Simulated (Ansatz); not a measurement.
CdTe (started from an entry of an open crystallographic database) (r2SCAN geometry), in Ansatz:

```cif
data_structure
_symmetry_space_group_name_H-M 'P 1'
_symmetry_Int_Tables_number 1
_cell_length_a 4.6385
_cell_length_b 4.6385
_cell_length_c 4.6385
_cell_angle_alpha 60.000
_cell_angle_beta 60.000
_cell_angle_gamma 60.000
_cell_volume 70.57
loop_
_atom_site_label
_atom_site_type_symbol
_atom_site_fract_x
_atom_site_fract_y
_atom_site_fract_z
_atom_site_occupancy
Cd1 Cd 0.00000 0.00000 0.00000 1
Te1 Te 0.25000 0.25000 0.25000 1
```

G0W0@PBE with 265 empty bands, a screening cutoff of 140 eV and a 4×4×4 mesh (PAW, contour deformation) gives 1.214 eV over the mesh points, from a PBE gap of 0.650 eV; it sums over 283 bands with 283 plane waves in the screening and a wave cutoff of 420 eV. No extrapolation in bands, cutoff or mesh was made for G0W0. The values are computed, spin-unpolarised, and not measurements.

Task: Estimate the gap with frequency model Godby-Needs pole.

Result: 1.311 eV (+0.097 eV), from a Kohn-Sham gap of 0.650 eV.

Task: Estimate the gap with potentials of the kind norm-conserving.

Result: 1.191 eV (-0.023 eV), from a Kohn-Sham gap of 0.647 eV.

Spin-orbit coupling is left out, which matters wherever the heavy atoms make up the band edges.

With a shallow d shell on the cation, G0W0 converges slowly in bands and cutoff, so these values are in doubt.
